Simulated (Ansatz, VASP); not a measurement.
# AlN: VASP beside Ansatz

File INCAR:

```
  PREC = Accurate
  ENCUT = 520
  EDIFF = 1E-7
  ISMEAR = -1
  SIGMA = 0.05
  LREAL = F
  LASPH = T
  NELM = 80
  ALGO = Normal
  ISIF = 2
  LWAVE = F
  LCHARG = F
  GGA = PE
  NBANDS = 11
```

KPOINTS

```
Automatic mesh
0
Gamma
  11 11 11
```

POSCAR

```
AlN
1.0
    0.0000000000      2.0744206402      2.0744206402
    2.0744206402      0.0000000000      2.0744206402
    2.0744206402      2.0744206402      0.0000000000
Al N
1 1
Direct
    0.5000000000      0.5000000000      0.5000000000
    0.0000000000      0.0000000000      0.0000000000
```

Contents of input.yaml:

```yaml
crystal:
  lattice:
    - [0.0, 2.0744206402, 2.0744206402]
    - [2.0744206402, 0.0, 2.0744206402]
    - [2.0744206402, 2.0744206402, 0.0]
  atoms:
    - { symbol: Al, position: [0.5, 0.5, 0.5] }
    - { symbol: "N", position: [0.0, 0.0, 0.0] }
hamiltonian:
  xc: pbe
  pseudopotentials: { kind: paw }
kpoints:
  mp_grid: { grid: [11, 11, 11] }
scf:
  occupations: { method: fermi_dirac, width: 0.05 }
output:
  forces: true
  stress: true
  eigenvalues: true
```

Change from the starting cell: volume scaled by 1.06.

Alike in both runs: task single point; functional PBE; k mesh 11 × 11 × 11; occupations fermi-dirac, width 0.05 eV; no spin polarisation.

```csv
,VASP,Ansatz
version,VASP 6.6.1,Ansatz 0.2.0
potentials or method,"VASP PAW PBE potentials, release 64 (Al, N)",Ansatz PAW
plane-wave cutoff (eV),520,420
valence electrons in the cell,8,8
```

|  | VASP | Ansatz | Ansatz less VASP |
| --- | --- | --- | --- |
| gap on the k mesh at the Fermi level (eV) | 4.01 | 4.03 | +0.020 |
| least direct gap on the mesh (eV) | 4.61 | 4.60 | -0.007 |
| pressure (GPa) | -13.0 | -12.8 | +0.22 |

Caveats: an odd mesh through Γ misses points on the zone boundary, where band edges often lie (VASP); odd divisions of the mesh miss points on the zone boundary, where band edges often lie, so the gap on the mesh can be too wide (Ansatz); the pressure holds a Pulay correction of +0.5 GPa for the finite cutoff (Ansatz).
